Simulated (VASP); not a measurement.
The system is AlPt.

```xyz
8
Lattice="4.8789 0.0000 0.0000 0.0000 4.8789 0.0000 0.0000 0.0000 4.8789" Properties=species:S:1:pos:R:3 pbc="T T T"
Pt    4.1224    3.1960    1.6829
Pt    3.1960    1.6829    4.1224
Pt    1.6829    4.1224    3.1960
Pt    0.7565    0.7565    0.7565
Al    0.7610    1.6785    3.2004
Al    1.6785    3.2004    0.7610
Al    3.2004    0.7610    1.6785
Al    4.1180    4.1180    4.1180
```

The cell is a database's computed one.

Base run:

* Program: VASP 6.6.1
* Functional: PBEsol
* Potentials or basis: VASP PAW PBE potentials, release 64 (Pt, Al)
* Cutoff: 520 eV
* k mesh: 5 × 5 × 5
* Occupations: fermi-dirac, width 0.05 eV
* Spin: no spin polarisation
* Hubbard terms: Pt d U = 3 eV

Its results: band gap on the k mesh none (metal or under the smearing width); pressure -5.7 GPa; largest force 0.058 eV/Å.

Problem. After a change of settings the same cell gave: band gap on the k mesh none (metal or under the smearing width); pressure -10.9 GPa; largest force 0.107 eV/Å. Which change was it?
A. hubbard terms from Pt d U = 3 eV to Pt d U = 6 eV
B. hubbard terms from Pt d U = 3 eV to Pt d U = 4 eV
C. hubbard terms from Pt d U = 3 eV to none

Solution. A.

Caveats: the PAW data sets were made with another functional, which shifts forces and pressure a little; U without spin polarisation on a metal has little footing; the U is typed as a test and isn't derived for this compound.
